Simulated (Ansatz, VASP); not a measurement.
P in VASP and in Ansatz

The input INCAR:

```
SYSTEM = P
ALGO = Normal
EDIFF = 1E-7
ENCUT = 520
GGA = PS
ISIF = 2
ISMEAR = -1
LASPH = .True.
LCHARG = .False.
LREAL = .False.
LWAVE = .False.
NBANDS = 18
NELM = 80
PREC = Accurate
SIGMA = 0.1
```

File KPOINTS:

```
k-points
0
Gamma
  16 16 4
  0 0 0
```

POSCAR

```
P
1.0
    2.6738900496      0.0000000000      0.0000000000
   -1.3369450248      2.3156567099      0.0000000000
    0.0000000000      0.0000000000      9.8296402239
P
4
Direct
    0.0000000000      1.0000000000      0.0000000000
    0.0000000000      0.0000000000      0.5000000000
    0.3333333333      0.6666666667      0.2500000000
    0.6666666667      0.3333333333      0.7500000000
```

Input for Ansatz:

```yaml
crystal:
  lattice:
    - [2.6738900496, 0.0, 0.0]
    - [-1.3369450248, 2.3156567099, 0.0]
    - [0.0, 0.0, 9.8296402239]
  atoms:
    - { symbol: P, position: [0.0, 1.0, 0.0] }
    - { symbol: P, position: [0.0, 0.0, 0.5] }
    - { symbol: P, position: [0.3333333333, 0.6666666667, 0.25] }
    - { symbol: P, position: [0.6666666667, 0.3333333333, 0.75] }
hamiltonian:
  xc: pbesol
  pseudopotentials:
    kind: paw
    azcp:
      P: "pseudopotentials/P.paw.azcp"
basis:
  ecutwfc: 420
  fft_grid_basis: typed
kpoints:
  mp_grid: { grid: [16, 16, 4], shift: [0, 0, 0] }
magnetization:
  spin_polarized: false
scf:
  occupations: { method: fermi_dirac, width: 0.1 }
  lower_state_search: "off"
output:
  stress: true
```

Alike in both runs: task single point; functional PBEsol; k mesh 16 × 16 × 4; occupations fermi-dirac, width 0.1 eV; no spin polarisation.

|  | VASP | Ansatz |
| --- | --- | --- |
| version | VASP 6.6.1 | Ansatz 0.2.0 |
| potentials or method | VASP PAW PBE potentials, release 64 (P) | plane waves (420 eV) with PAW, scalar-relativistic |
| plane-wave cutoff (eV) | 520 | 420 |
| valence electrons in the cell | 20 | 20 |

VASP gave:

- pressure (GPa): -6.9
- largest component of the traceless stress (GPa): 0.74

Problem. Estimate Ansatz's values.

Solution. Pressure (GPa): -7.0; largest component of the traceless stress (GPa): 0.77.

Ansatz warned: «pseudo_functional_mismatch».

Caveats: the PAW data sets were made with another functional, which shifts forces and pressure a little (VASP).
